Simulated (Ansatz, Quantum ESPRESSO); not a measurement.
# Band line-up of the MgS/ZnSe(110) superlattice, 5 + 5 layers, a = 5.606 Å, part 3 of 7

Aim: valence and conduction offsets of the MgS/ZnSe(110) superlattice, 5 + 5 layers, a = 5.606 Å from the line-up of mean potentials.

Quantum ESPRESSO 7.5; plane-wave DFT, LDA, GBRV ultrasoft pseudopotentials; cross-check by Ansatz 0.2.0 with PAW datasets.

So far. Step 3 (SCF with pw.x of bulk MgS): The run needed 8 iterations to bring the estimated error under 1e-07 Ry.

## 7. Self-consistent run of bulk ZnSe

System of this step: ZnSe, zinc blende at a = 5.606 Å. Symmetry: F-43m, No. 216, cubic system. Conventional cell: a = 5.606 Å, b = 5.606 Å, c = 5.606 Å, α = 90.00°, β = 90.00°, γ = 90.00°. Zn has 4 Se at 2.43 Å nearest. Nearest to Se lie 4 Zn at 2.43 Å. Farther neighbours and most contacts between anions are not listed.

b.in

```
&control
  prefix = 'b'
  outdir = './out'
  pseudo_dir = './pseudo'
  calculation = 'scf'
  tprnfor = .true.
/
&system
  ibrav = 0
  nat = 4
  ntyp = 2
  ecutwfc = 40
  ecutrho = 200
  occupations = 'smearing'
  smearing = 'fd'
  degauss = 0.002
/
&electrons
  conv_thr = 1e-07
  mixing_beta = 0.5
  electron_maxstep = 120
/
ATOMIC_SPECIES
  Zn  65.3800  zn_lda_v1.uspp.F.UPF
  Se  78.9710  se_lda_v1.uspp.F.UPF
CELL_PARAMETERS angstrom
  5.60600000000000 0.00000000000000 0.00000000000000
  0.00000000000000 3.96404061533178 0.00000000000000
  0.00000000000000 0.00000000000000 3.96404061533178
ATOMIC_POSITIONS crystal
  Zn  0.000000000000 0.000000000000 0.000000000000
  Se  0.250000000000 0.500000000000 0.000000000000
  Zn  0.500000000000 0.500000000000 0.500000000000
  Se  0.750000000000 0.000000000000 0.500000000000
K_POINTS automatic
  6 8 8 0 0 0
```

Command:

```bash
$ OMP_NUM_THREADS=1 mpirun -n 4 pw.x -nk 4 -in b.in > b.out
```

Output:

```text
[banner, memory and clock lines left out]
Program PWSCF v.7.5 starts

          URL

     Found identity + ( -0.5000 -0.5000 -0.5000) symmetry
     This is a supercell, fractional translations are disabled
     Message from routine setup:
     using ibrav=0 with symmetry is DISCOURAGED, use correct ibrav instead

     G-vector sticks info

     bravais-lattice index     =            0
     lattice parameter (alat)  =      10.5938  a.u.
     unit-cell volume          =     594.4644 (a.u.)^3
     number of atoms/cell      =            4
     number of atomic types    =            2
     number of electrons       =        52.00
     number of Kohn-Sham states=           31
     kinetic-energy cutoff     =      40.0000  Ry
     charge density cutoff     =     200.0000  Ry
     scf convergence threshold =      1.0E-07
     mixing beta               =       0.5000
     number of iterations used =            8  plain     mixing
     Exchange-correlation= SLA  PZ   NOGX NOGC
                           (   1   1   0   0   0   0   0)

     celldm(1)=  10.593805  celldm(2)=   0.000000  celldm(3)=   0.000000
     celldm(4)=   0.000000  celldm(5)=   0.000000  celldm(6)=   0.000000

     crystal axes: (cart. coord. in units of alat)
               a(1) = (   1.000000   0.000000   0.000000 )
               a(2) = (   0.000000   0.707107   0.000000 )
               a(3) = (   0.000000   0.000000   0.707107 )

     reciprocal axes: (cart. coord. in units 2 pi/alat)
               b(1) = (  1.000000  0.000000  0.000000 )
               b(2) = (  0.000000  1.414214  0.000000 )
               b(3) = (  0.000000  0.000000  1.414214 )

     PseudoPot. # 1 for Zn read from file:
     ./pseudo/zn_lda_v1.uspp.F.UPF
     Pseudo is Ultrasoft, Zval = 20.0
     Generated by new atomic code, or converted to UPF format
     Using radial grid of  943 points,  6 beta functions with:
                l(1) =   0
                l(2) =   0
                l(3) =   1
                l(4) =   1
                l(5) =   2
                l(6) =   2
     Q(r) pseudized with  8 coefficients,  rinner =    1.100   1.100   1.100
                                                       1.100   1.100

     PseudoPot. # 2 for Se read from file:
     ./pseudo/se_lda_v1.uspp.F.UPF
     Pseudo is Ultrasoft + core correction, Zval =  6.0
     Generated by new atomic code, or converted to UPF format
     Using radial grid of  877 points,  6 beta functions with:
                l(1) =   0
                l(2) =   0
                l(3) =   1
                l(4) =   1
                l(5) =   2
                l(6) =   2
     Q(r) pseudized with  8 coefficients,  rinner =    1.300   1.300   1.300
                                                       1.300   1.300

     atomic species   valence    mass     pseudopotential
     Zn               20.00    65.38000     Zn( 1.00)
     Se                6.00    78.97100     Se( 1.00)

      8 Sym. Ops. (no inversion) found

   Cartesian axes

     site n.     atom                  positions (alat units)
         1        Zn     tau(   1) = (   0.0000000   0.0000000   0.0000000  )
         2        Se     tau(   2) = (   0.2500000   0.3535534   0.0000000  )
         3        Zn     tau(   3) = (   0.5000000   0.3535534   0.3535534  )
         4        Se     tau(   4) = (   0.7500000   0.0000000   0.3535534  )

     number of k points=    60  Fermi-Dirac smearing, width (Ry)=  0.0020
                       cart. coord. in units 2pi/alat
        k(    1) = (   0.0000000   0.0000000   0.0000000), wk =   0.0052083
        k(    2) = (   0.0000000   0.0000000   0.1767767), wk =   0.0208333
        k(    3) = (   0.0000000   0.0000000   0.3535534), wk =   0.0208333
        k(    4) = (   0.0000000   0.0000000   0.5303301), wk =   0.0208333
        k(    5) = (   0.0000000   0.0000000  -0.7071068), wk =   0.0104167
        k(    6) = (   0.0000000   0.1767767   0.1767767), wk =   0.0208333
        k(    7) = (   0.0000000   0.1767767   0.3535534), wk =   0.0416667
        k(    8) = (   0.0000000   0.1767767   0.5303301), wk =   0.0416667
        k(    9) = (   0.0000000   0.1767767  -0.7071068), wk =   0.0208333
        k(   10) = (   0.0000000   0.3535534   0.3535534), wk =   0.0208333
        k(   11) = (   0.0000000   0.3535534   0.5303301), wk =   0.0416667
        k(   12) = (   0.0000000   0.3535534  -0.7071068), wk =   0.0208333
        k(   13) = (   0.0000000   0.5303301   0.5303301), wk =   0.0208333
        k(   14) = (   0.0000000   0.5303301  -0.7071068), wk =   0.0208333
        k(   15) = (   0.0000000  -0.7071068  -0.7071068), wk =   0.0052083
        k(   16) = (   0.1666667   0.0000000   0.0000000), wk =   0.0104167
        k(   17) = (   0.1666667   0.0000000   0.1767767), wk =   0.0416667
        k(   18) = (   0.1666667   0.0000000   0.3535534), wk =   0.0416667
        k(   19) = (   0.1666667   0.0000000   0.5303301), wk =   0.0416667
        k(   20) = (   0.1666667   0.0000000  -0.7071068), wk =   0.0208333
        k(   21) = (   0.1666667   0.1767767   0.1767767), wk =   0.0416667
        k(   22) = (   0.1666667   0.1767767   0.3535534), wk =   0.0833333
        k(   23) = (   0.1666667   0.1767767   0.5303301), wk =   0.0833333
        k(   24) = (   0.1666667   0.1767767  -0.7071068), wk =   0.0416667
        k(   25) = (   0.1666667   0.3535534   0.3535534), wk =   0.0416667
        k(   26) = (   0.1666667   0.3535534   0.5303301), wk =   0.0833333
        k(   27) = (   0.1666667   0.3535534  -0.7071068), wk =   0.0416667
        k(   28) = (   0.1666667   0.5303301   0.5303301), wk =   0.0416667
        k(   29) = (   0.1666667   0.5303301  -0.7071068), wk =   0.0416667
        k(   30) = (   0.1666667  -0.7071068  -0.7071068), wk =   0.0104167
        k(   31) = (   0.3333333   0.0000000   0.0000000), wk =   0.0104167
        k(   32) = (   0.3333333   0.0000000   0.1767767), wk =   0.0416667
        k(   33) = (   0.3333333   0.0000000   0.3535534), wk =   0.0416667
        k(   34) = (   0.3333333   0.0000000   0.5303301), wk =   0.0416667
        k(   35) = (   0.3333333   0.0000000  -0.7071068), wk =   0.0208333
        k(   36) = (   0.3333333   0.1767767   0.1767767), wk =   0.0416667
        k(   37) = (   0.3333333   0.1767767   0.3535534), wk =   0.0833333
        k(   38) = (   0.3333333   0.1767767   0.5303301), wk =   0.0833333
        k(   39) = (   0.3333333   0.1767767  -0.7071068), wk =   0.0416667
        k(   40) = (   0.3333333   0.3535534   0.3535534), wk =   0.0416667
        k(   41) = (   0.3333333   0.3535534   0.5303301), wk =   0.0833333
[...]
4.9550   5.0533  10.2645  10.5933  11.8057  12.5883  13.0237

          k = 0.3333 0.3536-0.7071 (  2522 PWs)   bands (ev):

  -118.0667-118.0664 -72.6983 -72.6983 -72.6983 -72.6980 -72.6980 -72.6979
    -6.0785  -6.0785  -0.2113  -0.2112  -0.1369  -0.1368   0.0061   0.0062
     0.1121   0.1123   0.2706   0.2706   1.4880   1.4880   3.8769   3.8769
     4.8615   4.8615  10.2292  10.2292  12.1908  12.1908  13.8561

          k = 0.3333 0.5303 0.5303 (  2535 PWs)   bands (ev):

  -118.0668-118.0664 -72.6983 -72.6983 -72.6983 -72.6980 -72.6980 -72.6980
    -6.0669  -5.9674  -0.2089  -0.2085  -0.1324  -0.0967  -0.0269   0.0267
     0.1018   0.1109   0.2182   0.3691   1.5370   1.8683   3.1199   3.7037
     4.4680   4.6458  10.1103  11.0658  11.2716  12.4929  13.1175

          k = 0.3333 0.5303-0.7071 (  2520 PWs)   bands (ev):

  -118.0667-118.0664 -72.6983 -72.6983 -72.6983 -72.6980 -72.6980 -72.6980
    -5.9699  -5.9699  -0.2095  -0.2094  -0.0957  -0.0957   0.0010   0.0012
     0.1071   0.1072   0.3380   0.3380   1.5835   1.5836   3.4406   3.4406
     4.2975   4.2975  10.4324  10.4324  11.8056  11.8056  13.9823

          k = 0.3333-0.7071-0.7071 (  2536 PWs)   bands (ev):

  -118.0667-118.0664 -72.6983 -72.6983 -72.6983 -72.6980 -72.6980 -72.6980
    -5.9230  -5.9230  -0.2098  -0.2097  -0.0748  -0.0748   0.0011   0.0013
     0.1038   0.1039   0.3819   0.3819   1.5378   1.5379   3.6787   3.6787
     3.7354   3.7354  10.7674  10.7674  11.2306  11.2306  14.6971

          k =-0.5000 0.0000 0.0000 (  2566 PWs)   bands (ev):

  -118.0668-118.0664 -72.6983 -72.6982 -72.6982 -72.6980 -72.6979 -72.6979
    -6.5487  -6.5487  -0.3259  -0.3258  -0.1864  -0.1864  -0.1861  -0.1861
     0.0597   0.0599   0.1154   0.1156   3.4627   3.4627   5.1365   5.1365
     5.1365   5.1365  10.2344  10.2344  10.4079  10.4080  14.4841

          k =-0.5000 0.0000 0.1768 (  2562 PWs)   bands (ev):

  -118.0668-118.0664 -72.6983 -72.6982 -72.6982 -72.6980 -72.6979 -72.6979
    -6.5036  -6.5036  -0.2968  -0.2967  -0.1898  -0.1896  -0.1812  -0.1809
     0.0689   0.0690   0.1140   0.1143   3.1030   3.1030   5.0932   5.0932
     5.1921   5.1921  10.2472  10.2473  10.9768  10.9768  13.5126

          k =-0.5000 0.0000 0.3536 (  2560 PWs)   bands (ev):

  -118.0668-118.0664 -72.6983 -72.6983 -72.6982 -72.6980 -72.6979 -72.6979
    -6.3901  -6.3901  -0.2382  -0.2380  -0.1984  -0.1982  -0.1282  -0.1281
     0.0909   0.0911   0.1114   0.1116   2.2533   2.2534   5.1897   5.1897
     5.3325   5.3325   9.8143   9.8144  12.1101  12.1101  13.5481

          k =-0.5000 0.0000 0.5303 (  2542 PWs)   bands (ev):

  -118.0668-118.0664 -72.6983 -72.6983 -72.6982 -72.6980 -72.6980 -72.6979
    -6.2692  -6.2692  -0.2162  -0.2160  -0.2074  -0.2072   0.0470   0.0471
     0.1094   0.1095   0.1227   0.1228   1.4003   1.4004   5.4187   5.4187
     5.4832   5.4832   9.1808   9.1809  12.5565  12.5565  12.9912

          k =-0.5000 0.0000-0.7071 (  2520 PWs)   bands (ev):

  -118.0668-118.0664 -72.6984 -72.6983 -72.6982 -72.6980 -72.6980 -72.6979
    -6.2167  -6.2167  -0.2112  -0.2112  -0.2111  -0.2110   0.1087   0.1087
     0.1089   0.1089   0.2574   0.2575   0.9618   0.9619   5.5491   5.5491
     5.5491   5.5492   8.8770   8.8771  12.7624  12.7624  12.7625

          k =-0.5000 0.1768 0.1768 (  2550 PWs)   bands (ev):

  -118.0668-118.0664 -72.6983 -72.6982 -72.6982 -72.6980 -72.6979 -72.6979
    -6.4591  -6.4591  -0.2678  -0.2676  -0.1965  -0.1964  -0.1701  -0.1700
     0.0723   0.0725   0.1158   0.1160   2.9218   2.9218   4.6129   4.6129
     5.4829   5.4829  10.5939  10.5939  11.1975  11.1975  13.0626

          k =-0.5000 0.1768 0.3536 (  2540 PWs)   bands (ev):

  -118.0668-118.0664 -72.6983 -72.6983 -72.6982 -72.6980 -72.6979 -72.6979
    -6.3470  -6.3470  -0.2168  -0.2167  -0.1996  -0.1994  -0.1123  -0.1122
     0.0807   0.0809   0.1228   0.1229   2.2666   2.2666   4.4548   4.4549
     5.5936   5.5936  10.2532  10.2533  12.2308  12.2308  13.1433

          k =-0.5000 0.1768 0.5303 (  2544 PWs)   bands (ev):

  -118.0668-118.0664 -72.6983 -72.6983 -72.6982 -72.6980 -72.6980 -72.6979
    -6.2279  -6.2279  -0.2079  -0.2078  -0.1960  -0.1960   0.0404   0.0405
     0.0930   0.0932   0.1555   0.1556   1.4750   1.4751   4.6878   4.6879
     5.5256   5.5256   9.7542   9.7542  12.3919  12.3919  13.1544

          k =-0.5000 0.1768-0.7071 (  2520 PWs)   bands (ev):

  -118.0668-118.0664 -72.6983 -72.6983 -72.6982 -72.6980 -72.6980 -72.6979
    -6.1762  -6.1762  -0.2082  -0.2081  -0.1937  -0.1936   0.0821   0.0822
     0.1064   0.1066   0.2761   0.2762   1.0660   1.0660   4.9129   4.9129
     5.3850   5.3850   9.5589   9.5589  12.3017  12.3017  13.1481

          k =-0.5000 0.3536 0.3536 (  2556 PWs)   bands (ev):

  -118.0668-118.0664 -72.6983 -72.6983 -72.6982 -72.6980 -72.6979 -72.6979
    -6.2390  -6.2390  -0.2014  -0.2013  -0.1790  -0.1790  -0.0470  -0.0470
     0.0754   0.0756   0.1407   0.1407   2.1340   2.1341   3.7578   3.7578
     5.5026   5.5026  10.5450  10.5450  12.7461  12.7461  13.2013

          k =-0.5000 0.3536 0.5303 (  2536 PWs)   bands (ev):

  -118.0668-118.0664 -72.6983 -72.6983 -72.6983 -72.6980 -72.6980 -72.6979
    -6.1244  -6.1244  -0.1978  -0.1977  -0.1617  -0.1616   0.0333   0.0333
     0.0910   0.0913   0.2087   0.2088   1.6390   1.6390   3.7320   3.7320
     5.1632   5.1632  10.5592  10.5592  12.2411  12.2411  13.6355

          k =-0.5000 0.3536-0.7071 (  2528 PWs)   bands (ev):

  -118.0668-118.0664 -72.6983 -72.6983 -72.6983 -72.6980 -72.6980 -72.6979
    -6.0748  -6.0748  -0.1969  -0.1968  -0.1552  -0.1552   0.0509   0.0510
     0.0960   0.0962   0.3136   0.3137   1.3230   1.3231   3.9050   3.9050
     4.9074   4.9074  10.6488  10.6489  11.8547  11.8547  13.8543

          k =-0.5000 0.5303 0.5303 (  2516 PWs)   bands (ev):

  -118.0667-118.0664 -72.6983 -72.6983 -72.6983 -72.6980 -72.6980 -72.6980
    -6.0150  -6.0150  -0.1879  -0.1879  -0.1303  -0.1302   0.0414   0.0414
     0.0833   0.0835   0.3025   0.3025   1.6534   1.6535   3.2813   3.2813
     4.5948   4.5948  11.0442  11.0442  12.4102  12.4103  13.1204

          k =-0.5000 0.5303-0.7071 (  2528 PWs)   bands (ev):

  -118.0668-118.0664 -72.6983 -72.6983 -72.6983 -72.6980 -72.6980 -72.6980
    -5.9678  -5.9678  -0.1863  -0.1863  -0.1129  -0.1129   0.0501   0.0501
     0.0716   0.0718   0.3729   0.3729   1.5376   1.5376   3.3488   3.3489
     4.2251   4.2251  11.4243  11.4243  11.9947  11.9947  13.3688

          k =-0.5000-0.7071-0.7071 (  2512 PWs)   bands (ev):

  -118.0667-118.0664 -72.6983 -72.6983 -72.6983 -72.6980 -72.6980 -72.6980
    -5.9216  -5.9216  -0.1851  -0.1850  -0.0852  -0.0852   0.0513   0.0515
     0.0558   0.0559   0.4153   0.4153   1.5551   1.5551   3.5336   3.5336
     3.6134   3.6134  11.8221  11.8221  12.0661  12.0662  13.3509

     the Fermi energy is     7.1387 ev

!    total energy              =   -1009.05115957 Ry
     estimated scf accuracy    <       0.00000005 Ry
     smearing contrib. (-TS)   =      -0.00000000 Ry
     internal energy E=F+TS    =   -1009.05115957 Ry

     The total energy is F=E-TS. E is the sum of the following terms:
     one-electron contribution =    -932.21063334 Ry
     hartree contribution      =     478.64364831 Ry
     xc contribution           =    -141.75849832 Ry
     ewald contribution        =    -413.72567622 Ry

     convergence has been achieved in   8 iterations

     Forces acting on atoms (cartesian axes, Ry/au):

     atom    1 type  1   force =     0.00000000    0.00000000    0.00000000
     atom    2 type  2   force =     0.00000024    0.00000000    0.00000000
     atom    3 type  1   force =     0.00000000    0.00000000    0.00000000
     atom    4 type  2   force =    -0.00000024    0.00000000    0.00000000

     Total force =     0.000000     Total SCF correction =     0.000032
     SCF correction compared to forces is large: reduce conv_thr to get better values

     XML data file, charge density, pseudopotentials, collected wavefunctions

                                        0.00s GPU  (     610 calls)
```

It took 17 s on 4 MPI ranks of Arm Neoverse V2, shared host; peak memory 0.38 GiB.

Read from the output:

* free energy: -13728.8404 eV
* Fermi energy: 7.139 eV

(Continued in part 4 of 7.)

[Logs are printed without paths, hosts, clocks, repeated set-up lines and the standing remarks that a program may print on its own settings, such as how far it seeks lower states.]

[Hosts, paths, dates, database ids (printed as entryN), source tags and the programs' standing remarks are cut or masked in the printed files.]

[Maps of the electrostatic potential energy from Ansatz leave out the sawtooth potential of an applied field or a dipole correction, so their vacuum need not be flat; planar profiles and work functions include it.]
